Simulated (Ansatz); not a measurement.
# Ge: projected density of states with SVWN5

**The experiment to reproduce.**

“Electronic and optical properties of SixGe1-x-ySny alloys lattice-matched to Ge”, 2021, arxiv:2109.02782 reports, for a bulk crystal of Ge at 293 K: band gap 0.666 eV (indirect).

Ge:

```xyz
2
Lattice="0.0000 2.8289 2.8289 2.8289 0.0000 2.8289 2.8289 2.8289 0.0000" Properties=species:S:1:pos:R:3 pbc="T T T"
Ge    1.4145    1.4145    1.4145
Ge    5.6578    5.6578    5.6578
```

| Quantity | Value |
| --- | --- |
| Program | Ansatz 0.2.0 |
| Task | projected density of states |
| Functional | SVWN5 |
| Potentials or basis | Ansatz PAW |
| Cutoff | 420 eV (not typed: the program's choice for these potentials) |
| k mesh | 8 × 8 × 8 |
| Occupations | methfessel-paxton, width 0.1 eV |
| Spin | no spin polarisation |

```yaml
Pressure: -1.3 GPa
Band_gap_on_the_k_mesh: none (metal or under the smearing width)
Density_of_states_at_the_Fermi_level: 0.00 states/eV per cell
```

Levels at points of the mesh, in eV from the Fermi level:
| k point | band 12 | band 13 | band 14 | band 15 | band 16 | band 17 |
| --- | --- | --- | --- | --- | --- | --- |
| (0.00, 0.00, 0.00) | -0.19 | 0.00 | 0.00 | 0.00 | 2.53 | 2.53 |
| (0.00, 0.00, -0.50) | -7.64 | -1.40 | -1.40 | 0.05 | 3.72 | 3.72 |
| (0.00, -0.50, -0.50) | -8.94 | -3.07 | -3.07 | 0.66 | 0.66 | 9.40 |

States per cell in windows of 0.5 eV (zero at the Fermi level; states under -8 eV left out):
```tsv
from (eV)	total	Ge 4p	Ge 4s
-8.0	0.43	0.19	0.24
-7.5	0.40	0.19	0.21
-7.0	0.24	0.11	0.13
-6.5	0.18	0.08	0.09
-6.0	0.13	0.06	0.07
-5.5	0.10	0.05	0.05
-5.0	0.07	0.04	0.04
-4.5	0.38	0.34	0.04
-4.0	0.56	0.51	0.04
-3.5	0.61	0.56	0.04
-3.0	0.73	0.69	0.04
-2.5	0.66	0.63	0.03
-2.0	0.59	0.57	0.02
-1.5	0.41	0.40	0.01
-1.0	0.18	0.18	0.00
-0.5	0.06	0.06	0.00
0.0	0.01	0.00	0.01
0.5	0.15	0.09	0.06
1.0	0.50	0.31	0.16
1.5	0.86	0.55	0.25
2.0	0.49	0.32	0.13
2.5	0.51	0.34	0.11
3.0	0.49	0.37	0.07
3.5	0.82	0.64	0.07
4.0	0.55	0.42	0.05
4.5	0.72	0.51	0.04
5.0	0.63	0.42	0.04
5.5	0.50	0.33	0.04
6.0	0.57	0.36	0.05
6.5	0.54	0.33	0.04
7.0	0.47	0.22	0.02
7.5	0.47	0.15	0.01
```

It took 3.6 s on 1 thread of Arm Neoverse V2, on a shared host, peak memory 0.28 GiB.

A measured gap of Ge is 0.666 eV (indirect; 293 K; “Electronic and optical properties of SixGe1-x-ySny alloys lattice-matched to Ge”, 2021, arxiv:2109.02782); the calculated 0.00 eV misses it by -0.67 eV. 3 values of this kind are on record (0.666 to 0.807 eV); this one was drawn at random among those near their median. Spin-orbit coupling on Ge is left out. The value is that of SVWN5 on a finite k mesh, which can miss the band edges, without temperature or zero-point motion.

Caveat: the PAW data sets come from PBE, with cores solved anew for the run's functional, which leaves a small shift of forces and pressure; this crystal is a semiconductor, whose small gap the functional closes, so the metal is an error of the method.
